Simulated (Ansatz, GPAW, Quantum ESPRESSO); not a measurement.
# One calculation of HfC, 4 ways

```
Hf C
1.0
     0.00000    2.32500    2.32500
     2.32500    0.00000    2.32500
     2.32500    2.32500    0.00000
Hf C
1 1
Cartesian
  2.3250 2.3250 2.3250
  0.0000 0.0000 0.0000
```

Alike in all runs: task band structure; functional LDA; k mesh 10 × 10 × 10; occupations fermi-dirac, width 0.05 eV; no spin polarisation; no spin-orbit coupling. LDA stands for any of its common fits. Pressure is positive in compression and, in plane waves, holds the error of the finite cutoff, which Ansatz's Pulay term estimates and takes out.

```json
{"program and potentials": "Ansatz, Ansatz PAW", "plane-wave cutoff (eV)": "420", "notes": "potentials made for PBE, which Ansatz adapts in part; 15 valence electrons an atom on average; Pulay term of +0.28 GPa included", "pressure (GPa)": "-11.87"}
{"program and potentials": "Ansatz, all-electron LAPW, scalar-relativistic", "plane-wave cutoff (eV)": "-", "notes": "-", "pressure (GPa)": "-11.79"}
{"program and potentials": "Quantum ESPRESSO, PseudoDojo 0.4.1 SR LDA standard", "plane-wave cutoff (eV)": "1116", "notes": "8 valence electrons an atom on average", "pressure (GPa)": "-13.66"}
{"program and potentials": "GPAW, the program's PAW data sets (release 1.2.1) made for this functional", "plane-wave cutoff (eV)": "800", "notes": "8 valence electrons an atom on average", "pressure (GPa)": "-11.26"}
```

The pressure spans -13.66 (Quantum ESPRESSO, PseudoDojo 0.4.1 SR LDA standard) to -11.26 GPa (GPAW, the program's PAW data sets (release 1.2.1) made for this functional), with all-electron results at -11.79. The cell lies far from this level's equilibrium.

The functional is the same throughout but for its coding, so the spread measures potentials, basis and numerics; runs on potential files found faulty are left out.

All four runs give a negative pressure, so at this volume LDA would contract the rocksalt lattice. The cell is close to the measured one, and the sign is what LDA's usual overbinding leads one to expect. The size of the pressure owes much to the stiffness of HfC: strong covalent bonding between Hf 5d and C 2p states, with an ionic share, turns even a small mismatch in lattice parameter into a stress of many GPa.

The spread between the runs is too small to cast doubt on the contraction, but it would shift the predicted lattice parameter slightly. The larger valence count in the Ansatz PAW run probably reflects an explicit Hf 4f shell. Leaving that shell in the core can't by itself explain the spread, since the two runs with fewer valence electrons fall on opposite sides of the all-electron value; the construction of the Hf potential probably matters as well. A single volume fixes the direction of relaxation, but neither the equilibrium lattice parameter nor the bulk modulus.
